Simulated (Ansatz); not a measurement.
# Si5Mo: a trial structure relaxed

The task: take a trial cell of Si5Mo to zero force and stress.

Method: DFT PBE, scalar-relativistic, plane waves, PAW, in Ansatz 0.2.0.

### 1 The structure to begin with

It takes space group F-43m (No. 216, cubic). Conventional cell: a = 7.323 Å, b = 7.323 Å, c = 7.323 Å, α = 90.00°, β = 90.00°, γ = 90.00°. Si (site symmetry -43m) is surrounded by 12 Si at 3.04 Å and 4 Mo at 3.17 Å. Si (site symmetry 3m) is surrounded by 9 Si at 2.58 to 3.04 Å and 3 Mo at 3.04 Å. Mo (site symmetry -43m) is surrounded by 16 Si at 3.04 to 3.17 Å.

Structure file:

```xyz
6
Lattice="0.0000 3.6614 3.6614 3.6614 0.0000 3.6614 3.6614 3.6614 0.0000" Properties=species:S:1:pos:R:3 pbc="T T T"
Si    1.8307    1.8307    1.8307
Si    4.5739    2.7489    2.7489
Si    4.5739    4.5739    4.5739
Si    2.7489    2.7489    4.5739
Si    2.7489    4.5739    2.7489
Mo    0.0000    0.0000    0.0000
```

A structure generator made this guess: species swapped into a database cell of Be5Pd (F-43m, No. 216), with Si on the Be sites and Mo on the Pd sites. Its size is a rough estimate.

### 2 The guess as it stands, on a coarse mesh

The input, input.yaml:

```yaml
crystal:
  lattice:
    - [0.0, 3.66139537, 3.66139537]
    - [3.66139537, 0.0, 3.66139537]
    - [3.66139537, 3.66139537, 0.0]
  atoms:
    - { symbol: Si, position: [0.25, 0.25, 0.25] }
    - { symbol: Si, position: [0.12615657, 0.62461448, 0.62461448] }
    - { symbol: Si, position: [0.62461448, 0.62461448, 0.62461448] }
    - { symbol: Si, position: [0.62461448, 0.62461448, 0.12615657] }
    - { symbol: Si, position: [0.62461448, 0.12615657, 0.62461448] }
    - { symbol: Mo, position: [0.0, 0.0, 0.0] }
basis:
  ecutwfc: 420
kpoints:
  mp_grid: { grid: [4, 4, 4] }
hamiltonian:
  xc: pbe
scf:
  occupations: { method: gaussian, width: 0.1 }
  lower_state_search: "off"
output:
  forces: true
  stress: true
  eigenvalues: true
```

The run is started by

```sh
$ ansatz run input.yaml --threads 1 --pin off --max-ram 2560MiB --backend cpu --events-out ev --progress --plain --runs-dir out
```

Log, shortened:

```text
[...]
SCF converged after 7 iterations
Free energy (F): -8131.447353 eV
[...]
E sigma→0 (E₀):  -8131.433378 eV
Entropy (-TS):   -0.027950 eV (-4.658 meV/atom)
Fermi energy:    11.165938 eV
[...]
--- Forces (eV/Å), atoms counted from 1 ---
  atom   1  Si    -0.00000000    -0.00000000     0.00000000
  atom   2  Si     0.22486929    -0.22486929    -0.22486929
  atom   3  Si     0.22486929     0.22486929     0.22486929
  atom   4  Si    -0.22486929    -0.22486929     0.22486929
  atom   5  Si    -0.22486929     0.22486929    -0.22486929
  atom   6  Mo     0.00000000    -0.00000000     0.00000000
[...]
--- Stress (GPa, compression-positive) ---
      -12.414178      -0.000000       0.000000
       -0.000000     -12.414178      -0.000000
        0.000000      -0.000000     -12.414178
  P = ⅓ Tr σ = -12.4142 GPa (-124.142 kbar)
--- Band table (eV; the first three rows and the last of 8) ---
  k-point 0: bands = ["-50.2730", "-24.3262", "-24.3262", "-24.3262", "-2.3237", "3.9665", "5.1733", "5.1733", "5.1733", "5.3396", "6.0572", "6.0572", "6.0572", "7.4229", "7.4229", "10.5218", "10.5218", "10.5218", "12.1482", "12.1482", "12.1482", "13.1623", "13.1623"]
[...]
```

Run time: 2.7 s. Hardware: 1 thread of Intel Xeon at 2.70GHz, shared host; peak memory 0.33 GiB.

From the probe: pressure -12.4 GPa, largest force 0.39 eV/Å, gap on this mesh none (metal). A guess like this is first relaxed loosely on the coarse mesh.

### 3 A loose first relaxation

input.yaml, as its differences from that of step 2:

```diff
@@ -25 +25,6 @@
   eigenvalues: true
+relax:
+  adjacent_minimum: "off"
+  f_tol: 0.04
+  max_steps: 70
+  cell: { stress_tol: 0.4 }
```

The run is started by

```sh
$ ansatz run input.yaml --threads 1 --pin off --max-ram 2560MiB --backend cpu --events-out ev --progress --plain --runs-dir out
```

Log:

```text
Warning: RAYON_NUM_THREADS=1 ignored (pool sized by the plan → 1); use --threads N
Engine: ansatz 0.2.0, x86_64-unknown-linux-gnu
Pseudopotentials: kind: paw
Pseudopotential: Si, paw, valence charge 4, recommended cutoff 420 eV (normal), Si.paw.azcp
Pseudopotential: Mo, paw, valence charge 14, recommended cutoff 420 eV (normal), Mo.paw.azcp
Functional definition: PBE
  parameter kappa = 0.804
  parameter beta = 0.06672455060314922
  exchange = pbe_x(kappa = kappa, mu = beta*pi^2/3)
  correlation = pbe_c(beta = beta)
Crystal: 6 atoms, lattice volume = 98.168 Å³
Basis set: ecut = 420 eV, 1917 PW (Γ), exchange–correlation on 72×72×72 points (8 copies of the dense FFT grid, shifted against one another)
Bands: 23, of which v1, the nominal top of the filled ones, is band 17 counted from 1 (16 counted from 0)
Symmetry: 24 space group operations
Space group: F-43m (ITA 216), of the structure as read, at distance tolerance 4.6e-5 Å
k-points: 8 of 64 (time reversal used)
Non-local potential: Si, projectors of the file, l = 0: 2, l = 1: 2, l = 2: 2
Non-local potential: Mo, projectors of the file, l = 0: 3, l = 1: 2, l = 2: 2, l = 3: 1
PAW form: soft (Blöchl's): semilocal exchange-correlation on the pseudo side does not see the compensation charge
PAW one-centre angular grid: Si, 110 points (default); XC on 64 Gauss nodes
PAW one-centre angular grid: Mo, 590 points (default); XC on 64 Gauss nodes
Initial density: superposition of atomic densities (neutral atoms: chi_scale 0, normalization atom), corrected by the library's trained network
Initial wavefunctions: pseudopotential atomic-orbital guess
Functional: x = pbe(κ = 0.804, μ = 0.2195149727645171), c = pbe(β = 0.06672455060314922)
SCF iter   1: F=—  HF=-8131.455765 eV  |F-HF|=—  |Δ(HF+E_count)|=         —  Δρ=4.15e-3  dr2=3.69e-2  ethr=1.77e-3  ⟨swp⟩=6.1  Hψ=920  notcnv=0
preconditioner: auto → Kerker (q_TF=auto, 2.286 Å⁻¹)  [metal: Δε(μ)=0.091 eV  Ē_g=6.332 eV  σ=0.100 eV  W_gap=0.47  n_scr=14 (ndim 8)  ℏωp=19.1 eV  f_vac=0.000  D(μ)=5.05/eV (n_scr^D=58)]
SCF iter   2: F=—  HF=-8131.450696 eV  |F-HF|=—  |Δ(HF+E_count)|=   5.07e-3  Δρ=2.74e-3  dr2=1.66e-2  ethr=1.08e-4  ⟨swp⟩=1.0  Hψ=248  notcnv=0
SCF iter   3: F=—  HF=-8131.447456 eV  |F-HF|=—  |Δ(HF+E_count)|=   3.24e-3  Δρ=9.00e-4  dr2=1.88e-3  ethr=4.87e-5  ⟨swp⟩=2.2  Hψ=268  notcnv=0
SCF iter   4: F=—  HF=-8131.447362 eV  |F-HF|=—  |Δ(HF+E_count)|=   9.46e-5  Δρ=3.64e-4  dr2=3.07e-4  ethr=5.52e-6  ⟨swp⟩=1.0  Hψ=180  notcnv=0
SCF iter   5: F=—  HF=-8131.447340 eV  |F-HF|=—  |Δ(HF+E_count)|=   2.18e-5  Δρ=2.18e-5  dr2=3.16e-7  ethr=9.02e-7  ⟨swp⟩=1.0  Hψ=180  notcnv=0
SCF iter   6: F=—  HF=-8131.447353 eV  |F-HF|=—  |Δ(HF+E_count)|=   1.28e-5  Δρ=6.93e-6  dr2=7.22e-8  ethr=2.94e-10  ⟨swp⟩=7.6  Hψ=904  notcnv=0
SCF iter   7: F=-8131.447353 eV  HF=-8131.447353 eV  |F-HF|=8.19e-11  |Δ(HF+E_count)|=   3.45e-9  Δρ=7.37e-7  dr2=4.71e-10  ethr=2.12e-10  ⟨swp⟩=2.4  Hψ=566  notcnv=0
SCF 1 converged in 7 iterations: F = -8131.447353 eV  dr2 = 4.71e-10
relax step   1: F+E_penalty+E_count = -8131.44735269 eV  Δ(F+E_penalty+E_count) = +0.000e0 eV  max|allowed force component| = 2.249e-1 eV/Å  Δτ_max = 0.0000 Å  P = -12.414 GPa  Ω = 98.168 Å³  (7 SCF iters, dr2 threshold 1.00e-7 eV, accepted)
Crystal: 6 atoms, lattice volume = 85.325 Å³
Basis set: ecut = 420 eV, 1687 PW (Γ), exchange–correlation on 72×72×72 points (8 copies of the dense FFT grid, shifted against one another)
Initial density: handed on by an earlier stage of this run
Initial wavefunctions: those handed on with the density
SCF iter   1: F=—  HF=-8132.172224 eV  |F-HF|=—  |Δ(HF+E_count)|=         —  Δρ=2.38e-2  dr2=1.28e0  ethr=3.10e-3  ⟨swp⟩=6.5  Hψ=913  notcnv=0
preconditioner: auto → Kerker (q_TF=auto, 2.340 Å⁻¹)  [metal: Δε(μ)=0.087 eV  Ē_g=7.167 eV  σ=0.100 eV  W_gap=0.42  n_scr=14 (ndim 8)  ℏωp=20.5 eV  f_vac=0.000  D(μ)=5.94/eV (n_scr^D=58)]
SCF iter   2: F=—  HF=-8132.068314 eV  |F-HF|=—  |Δ(HF+E_count)|=   1.04e-1  Δρ=1.11e-2  dr2=2.81e-1  ethr=3.10e-3  ⟨swp⟩=1.0  Hψ=248  notcnv=0
SCF iter   3: F=—  HF=-8132.040249 eV  |F-HF|=—  |Δ(HF+E_count)|=   2.81e-2  Δρ=2.30e-3  dr2=3.88e-3  ethr=8.26e-4  ⟨swp⟩=1.9  Hψ=203  notcnv=0  defer=2
SCF iter   4: F=—  HF=-8132.040064 eV  |F-HF|=—  |Δ(HF+E_count)|=   1.85e-4  Δρ=1.24e-3  dr2=2.58e-3  ethr=1.14e-5  ⟨swp⟩=2.8  Hψ=321  notcnv=0  defer=2
SCF iter   5: F=—  HF=-8132.039873 eV  |F-HF|=—  |Δ(HF+E_count)|=   1.91e-4  Δρ=4.61e-4  dr2=3.60e-4  ethr=7.60e-6  ⟨swp⟩=1.0  Hψ=180  notcnv=0  defer=2
SCF iter   6: F=—  HF=-8132.039834 eV  |F-HF|=—  |Δ(HF+E_count)|=   3.86e-5  Δρ=1.06e-4  dr2=1.85e-5  ethr=1.06e-6  ⟨swp⟩=1.0  Hψ=182  notcnv=0  defer=4
SCF iter   7: F=-8132.039833 eV  HF=-8132.039833 eV  |F-HF|=7.63e-8  |Δ(HF+E_count)|=   1.34e-6  Δρ=7.57e-6  dr2=8.77e-8  ethr=1.76e-9  ⟨swp⟩=5.9  Hψ=825  notcnv=0
SCF 2 converged in 7 iterations: F = -8132.039833 eV  dr2 = 8.77e-8
relax step   2: F+E_penalty+E_count = -8132.03983282 eV  Δ(F+E_penalty+E_count) = -5.925e-1 eV  max|allowed force component| = 1.562e-1 eV/Å  Δτ_max = 0.0150 Å  P = -0.364 GPa  Ω = 85.325 Å³  energy of the carried Pulay correction = +2.016e-3 eV  (7 SCF iters, dr2 threshold 6.00e-7 eV, accepted)
Crystal: 6 atoms, lattice volume = 84.878 Å³
Basis set: ecut = 420 eV, 1639 PW (Γ), exchange–correlation on 72×72×72 points (8 copies of the dense FFT grid, shifted against one another)
iter 1 solved again at ethr=1.84e-5 eV; its pass at ethr=3.10e-3 eV (dr2=6.25e-3 eV) is discarded
SCF iter   1: F=—  HF=-8132.047011 eV  |F-HF|=—  |Δ(HF+E_count)|=         —  Δρ=1.65e-3  dr2=6.62e-3  ethr=1.84e-5  ⟨swp⟩=1.4  Hψ=832  notcnv=0
preconditioner: auto → Kerker (q_TF=auto, 2.342 Å⁻¹)  [metal: Δε(μ)=0.022 eV  Ē_g=7.097 eV  σ=0.100 eV  W_gap=0.12  n_scr=14 (ndim 8)  ℏωp=20.6 eV  f_vac=0.000  D(μ)=6.66/eV (n_scr^D=64)]
SCF iter   2: F=—  HF=-8132.046042 eV  |F-HF|=—  |Δ(HF+E_count)|=   9.69e-4  Δρ=9.34e-4  dr2=2.19e-3  ethr=1.84e-5  ⟨swp⟩=1.0  Hψ=184  notcnv=0
SCF iter   3: F=—  HF=-8132.045594 eV  |F-HF|=—  |Δ(HF+E_count)|=   4.48e-4  Δρ=1.01e-4  dr2=9.19e-6  ethr=6.43e-6  ⟨swp⟩=2.1  Hψ=260  notcnv=0
SCF iter   4: F=—  HF=-8132.045583 eV  |F-HF|=—  |Δ(HF+E_count)|=   1.12e-5  Δρ=3.27e-5  dr2=1.26e-6  ethr=2.70e-8  ⟨swp⟩=2.0  Hψ=293  notcnv=0
iter 5 did not close the SCF: its close was put off for the readings that it lacked (scf_convergence_deferred on its scf_iter line)
SCF iter   5: F=-8132.045583 eV  HF=-8132.045583 eV  |F-HF|=2.40e-8  |Δ(HF+E_count)|=   7.38e-8  Δρ=7.85e-6  dr2=4.93e-8  ethr=3.71e-9  ⟨swp⟩=1.0  Hψ=184  notcnv=0
SCF iter   6: F=-8132.045583 eV  HF=-8132.045583 eV  |F-HF|=7.59e-10  |Δ(HF+E_count)|=   1.03e-8  Δρ=1.06e-6  dr2=1.29e-9  ethr=1.45e-10  ⟨swp⟩=1.2  Hψ=571  notcnv=0
SCF 3 converged in 6 iterations: F = -8132.045583 eV  dr2 = 1.29e-9
relax step   3: F+E_penalty+E_count = -8132.04558304 eV  Δ(F+E_penalty+E_count) = -5.750e-3 eV  max|allowed force component| = 9.128e-3 eV/Å  Δτ_max = 0.0095 Å  P = +0.051 GPa  Ω = 84.878 Å³  energy of the carried Pulay correction = +2.092e-3 eV  (6 SCF iters, dr2 threshold 6.00e-7 eV, accepted)
Initial wavefunctions: pseudopotential atomic-orbital guess (no wavefunctions were taken with the density)
iter 1 solved again at ethr=6.46e-7 eV; its pass at ethr=3.10e-3 eV (dr2=2.20e-4 eV) is discarded
SCF iter   1: F=—  HF=-8132.044391 eV  |F-HF|=—  |Δ(HF+E_count)|=         —  Δρ=1.26e-4  dr2=1.72e-6  ethr=6.46e-7  ⟨swp⟩=2.9  Hψ=1348  notcnv=0
preconditioner: auto → Kerker (q_TF=auto, 2.342 Å⁻¹)  [metal: Δε(μ)=0.019 eV  Ē_g=7.092 eV  σ=0.100 eV  W_gap=0.11  n_scr=14 (ndim 8)  ℏωp=20.6 eV  f_vac=0.000  D(μ)=6.49/eV (n_scr^D=64)]
SCF iter   2: F=—  HF=-8132.044380 eV  |F-HF|=—  |Δ(HF+E_count)|=   1.09e-5  Δρ=6.57e-5  dr2=4.38e-7  ethr=5.07e-9  ⟨swp⟩=2.2  Hψ=294  notcnv=0
iter 3 did not close the SCF: its close was put off for the readings that it lacked (scf_convergence_deferred on its scf_iter line)
SCF iter   3: F=-8132.044381 eV  HF=-8132.044381 eV  |F-HF|=1.77e-9  |Δ(HF+E_count)|=   7.90e-7  Δρ=3.22e-6  dr2=2.73e-9  ethr=1.29e-9  ⟨swp⟩=2.5  Hψ=312  notcnv=0
iter 4 did not close the SCF: its close was put off for the readings that it lacked (scf_convergence_deferred on its scf_iter line)
SCF iter   4: F=-8132.044381 eV  HF=-8132.044381 eV  |F-HF|=5.80e-10  |Δ(HF+E_count)|=   2.59e-9  Δρ=9.48e-7  dr2=9.11e-10  ethr=8.04e-12  ⟨swp⟩=2.0  Hψ=255  notcnv=0
iter 5 did not close the SCF: its close was put off for the readings that it lacked (scf_convergence_deferred on its scf_iter line)
SCF iter   5: F=-8132.044381 eV  HF=-8132.044381 eV  |F-HF|=1.46e-11  |Δ(HF+E_count)|=  2.00e-11  Δρ=1.15e-7  dr2=1.58e-11  ethr=2.68e-12  ⟨swp⟩=1.0  Hψ=184  notcnv=0
SCF iter   6: F=-8132.044381 eV  HF=-8132.044381 eV  |F-HF|=1.82e-12  |Δ(HF+E_count)|=  1.82e-12  Δρ=1.76e-8  dr2=2.40e-13  ethr=1.00e-12  ⟨swp⟩=1.2  Hψ=404  notcnv=0
SCF 4 converged in 6 iterations: F = -8132.044381 eV  dr2 = 2.40e-13
relax step   4: F+E_penalty+E_count = -8132.04438064 eV  Δ(F+E_penalty+E_count) = +1.202e-3 eV  max|allowed force component| = 9.109e-3 eV/Å  Δτ_max = 0.0000 Å  P = +0.033 GPa  Ω = 84.878 Å³  stress off target by 3.29e-2 GPa  SCF on the basis re-selected at this cell (its energy is not comparable with the rows above)  (6 SCF iters)
basis re-selected at this cell: Δ(F+E_penalty+E_count) = +1.202e-3 eV, ΔP = -0.018 GPa vs the last step (what re-selecting the basis moved, of the pressure what is left beyond the Pulay correction that the steps carried, after the strain that the cell walked since its last selection, with what the two solves' SCF thresholds leave and, on support functions, any second-order correction that the steps lacked; it is no measure of the basis error at this ecutwfc). This SCF's stress stands 3.29e-2 GPa from its target on what of the cell is left free (relax.cell.stress_tol is 4.00e-1 GPa) and its largest allowed force component is 9.11e-3 eV/Å (relax.f_tol is 4.00e-2 eV/Å): within both
SCF converged after 6 iterations
Free energy (F): -8132.044381 eV
Harris-Foulkes:  -8132.044381 eV  (|F-HF|=1.82e-12)
Internal energy: -8132.011935 eV  (E = F + TS)
E sigma→0 (E₀):  -8132.028158 eV
Entropy (-TS):   -0.032446 eV (-5.408 meV/atom)
Fermi energy:    13.542537 eV
--- Per-component energies (eV) ---
  E_band       = -23.932867
  E_kinetic    = 653.591844
  E_local      = -1312.762114  (includes V_loc(G=0)·N_el)
  E_nonlocal   = 270.756837
  E_hartree    = 494.816820
  E_xc         = -465.504760
  E_vxc        = -470.777699  (∫ρ·V_xc dr)
  E_paw        = -5763.122121  (= ΣΔE_a)
  E_vpaw       = -154.375428  (= ΣTr[D̂ρ^β])
  E_aug_tail   = 0.000069  (compensation charges beyond the density's cutoff)
  E_ewald      = -2009.788509
  E_smearing   = -0.032446  (= −TS)
  E_closure    = 0.000000  (closes the sum)
  Σ components = -8132.044381   (vs F -8132.044381, Δ=0.00e0)
--- Forces (eV/Å), atoms counted from 1 ---
  atom   1  Si    -0.00000000    -0.00000000     0.00000000
  atom   2  Si    -0.00910898     0.00910898     0.00910898
  atom   3  Si    -0.00910898    -0.00910898    -0.00910898
  atom   4  Si     0.00910898     0.00910898    -0.00910898
  atom   5  Si     0.00910898    -0.00910898     0.00910898
  atom   6  Mo     0.00000000    -0.00000000    -0.00000000
  max |Σ_I F_I| component: 1.75e-16 eV/Å
--- Stress (GPa, compression-positive) ---
        0.032938       0.000000       0.000000
        0.000000       0.032938      -0.000000
        0.000000      -0.000000       0.032938
  P = ⅓ Tr σ = 0.0329 GPa (0.329 kbar)
--- Band table (eV; the first three rows and the last of 8) ---
  k-point 0: bands = ["-48.0474", "-22.1389", "-22.1389", "-22.1389", "-1.3453", "5.3374", "6.7693", "6.7693", "6.7693", "7.4710", "7.9005", "7.9005", "7.9005", "8.9662", "8.9662", "12.5174", "12.5174", "12.5174", "14.6478", "14.6478", "14.6478", "15.7553", "15.7553"]
  k-point 1: bands = ["-48.0473", "-22.1410", "-22.1392", "-22.1392", "-0.8238", "3.4193", "5.5726", "6.3115", "6.3115", "7.8896", "7.8896", "8.5808", "9.9754", "9.9754", "10.4520", "11.9432", "12.4096", "12.4096", "14.7137", "14.7137", "14.9978", "16.4464", "16.4464"]
  k-point 2: bands = ["-48.0473", "-22.1432", "-22.1395", "-22.1395", "0.2153", "1.5610", "5.2254", "5.9625", "5.9625", "8.0861", "8.0861", "8.6817", "10.4293", "10.4293", "12.1661", "13.1777", "13.6298", "13.6298", "13.7536", "13.7536", "15.2804", "15.8428", "15.8428"]
  k-point 7: bands = ["-48.0473", "-22.1419", "-22.1416", "-22.1405", "1.2699", "1.3883", "3.1760", "4.3542", "7.6869", "7.8948", "8.7491", "9.1986", "11.1755", "11.2497", "12.0562", "12.4669", "13.5465", "13.8985", "13.9535", "14.1809", "16.1787", "16.3847", "16.6984"]
--- Relaxed structure (3 steps of the walk, 3 accepted, 1 SCFs on fresh bases) ---
  F+E_penalty+E_count = -8132.04438064 eV   max|allowed force component| = 9.109e-3 eV/Å   (the final SCF, on the basis selected at the relaxed cell)
  cell:  # Å, volume = 84.8782 Å³
    - [2.292917414803015e-34, 3.4880984610623496, 3.4880984610623496]
    - [3.4880984610623496, 1.528611609868677e-34, 3.4880984610623496]
    - [3.4880984610623496, 3.4880984610623496, 8.916901057567282e-34]
  atoms:
    - { symbol: Si, position: [0.25000000000000006, 0.25000000000000006, 0.25000000000000006] }
    - { symbol: Si, position: [0.12487775209077778, 0.625040749303074, 0.6250407493030739] }
    - { symbol: Si, position: [0.625040749303074, 0.625040749303074, 0.625040749303074] }
    - { symbol: Si, position: [0.625040749303074, 0.625040749303074, 0.12487775209077778] }
    - { symbol: Si, position: [0.625040749303074, 0.12487775209077778, 0.6250407493030739] }
    - { symbol: Mo, position: [-1.7767032449469762e-19, -1.974114716608469e-20, -5.92234414982348e-20] }
```

Run time: 7.7 s. Hardware: 1 thread of Intel Xeon at 2.70GHz, shared host; peak memory 0.36 GiB.

The steps of the relaxation:

```csv
step,E - E(step 1) (eV/cell),largest force component (eV/Å),pressure (GPa),volume (Å³)
1,0.0000,0.2249,-12.41,98.17
2,-0.5925,0.1562,-0.36,85.33
3,-0.5982,0.0091,0.05,84.88
4,-0.5970,0.0091,0.03,84.88
```

Step 1 is the start. Step 4 repeats the geometry before it on a plane-wave basis chosen anew for that cell, so its energy need not be comparable with the rows above.

Lengths and angles in the start's conventional setting:

|  | before | after | change |
| --- | --- | --- | --- |
| a (Å) | 7.323 | 6.976 | -4.7 % |
| b (Å) | 7.323 | 6.976 | -4.7 % |
| c (Å) | 7.323 | 6.976 | -4.7 % |
| volume (Å³/atom) | 16.36 | 14.15 | -13.5 % |
| shortest distance (Å) | 2.581 | 2.466 | -4.5 % |
| space group (0.01 Å) | F-43m | F-43m | same |

The run keeps the 24 symmetry operations of the start, so it could not have lowered the symmetry.

### 4 Spin check on a coarse mesh

The input, input.yaml:

```yaml
crystal:
  lattice:
    - [0.0, 3.4880984611, 3.4880984611]
    - [3.4880984611, 0.0, 3.4880984611]
    - [3.4880984611, 3.4880984611, 0.0]
  atoms:
    - { symbol: Si, position: [0.75, 0.75, 0.75] }
    - { symbol: Si, position: [0.3749592507, 0.3749592507, 0.8751222479] }
    - { symbol: Si, position: [0.3749592507, 0.8751222479, 0.3749592507] }
    - { symbol: Si, position: [0.3749592507, 0.3749592507, 0.3749592507] }
    - { symbol: Si, position: [0.8751222479, 0.3749592507, 0.3749592507] }
    - { symbol: Mo, position: [0.0, 0.0, 0.0], spin: 1.0 }
basis:
  ecutwfc: 420
kpoints:
  mp_grid: { grid: [4, 4, 4] }
hamiltonian:
  xc: pbe
scf:
  occupations: { method: gaussian, width: 0.1 }
  lower_state_search: "off"
output:
  forces: true
  stress: true
  eigenvalues: true
  populations: true
magnetization:
  spin_polarized: true
```

The run is started by

```sh
$ ansatz run input.yaml --threads 1 --pin off --max-ram 2560MiB --backend cpu --events-out ev --progress --plain --runs-dir out
```

Log, shortened:

```text
[...]
SCF converged after 17 iterations
Magnetization: 0.2748 μB (17.1374 up, 16.8626 down)
Absolute magnetization: 0.2819 μB (∫|ρ↑−ρ↓|, with the PAW one-centre terms)
Spin contamination: 0.0099 ħ² per cell (⟨S²⟩ above its minimum at these occupations)
Per-site moments (μB) at R_I (Å): [(0.008367535757822824, 1.1930589864775374), (0.006028498453113312, 1.0170822848050387), (0.006028498453113364, 1.0170822848050387), (0.006028498453113296, 1.0170822848050387), (0.006028498453113312, 1.0170822848050387), (0.19241831831946615, 1.1929882739299766)]
Free energy (F): -8132.045219 eV
[...]
E sigma→0 (E₀):  -8132.032364 eV
Entropy (-TS):   -0.025711 eV (-4.285 meV/atom)
Fermi energy:    13.537708 eV
[...]
--- Forces (eV/Å), atoms counted from 1 ---
  atom   1  Si     0.00000000     0.00000000    -0.00000000
  atom   2  Si    -0.01355927    -0.01355927     0.01355927
  atom   3  Si    -0.01355927     0.01355927    -0.01355927
  atom   4  Si     0.01355927     0.01355927     0.01355927
  atom   5  Si     0.01355927    -0.01355927    -0.01355927
  atom   6  Mo    -0.00000000    -0.00000000    -0.00000000
[...]
--- Stress (GPa, compression-positive) ---
        0.026494       0.000000       0.000000
       -0.000000       0.026494      -0.000000
        0.000000      -0.000000       0.026494
  P = ⅓ Tr σ = 0.0265 GPa (0.265 kbar)
--- Band table (eV; the first three rows and the last of 16) ---
[... band rows left out ...]
[...]
--- Löwdin populations: 6 sites ---
  site symbol       q [e]    m [muB]
     0     Si      4.0767     0.0127
     1     Si      3.8477     0.0079
     2     Si      3.8477     0.0079
     3     Si      3.8477     0.0079
     4     Si      3.8477     0.0079
     5     Mo     13.8815     0.2192
  spilling = 0.019151 (of n_electrons = 34.000000)
```

It took 6.8 s on 1 thread of Intel Xeon at 2.70GHz, shared host; peak memory 0.35 GiB.

By site:

```
atom  moment in the atom's sphere (μB)  Löwdin electrons
 Si1                              0.01              4.08
 Si2                              0.01              3.85
 Si3                              0.01              3.85
 Si4                              0.01              3.85
 Si5                              0.01              3.85
 Mo6                              0.19             13.88
```

The Löwdin counts miss 0.65 of the 34 electrons, which the atomic orbitals do not span, so they are no charges.

The same cell is solved with trial moments on Mo. The largest site moment that stays is 0.19 μB and the cell's total 0.27 μB. The workflow keeps spin only above 0.25 μB on a site, so the next run goes without spin.

(Part 1 of 2 ends here.)
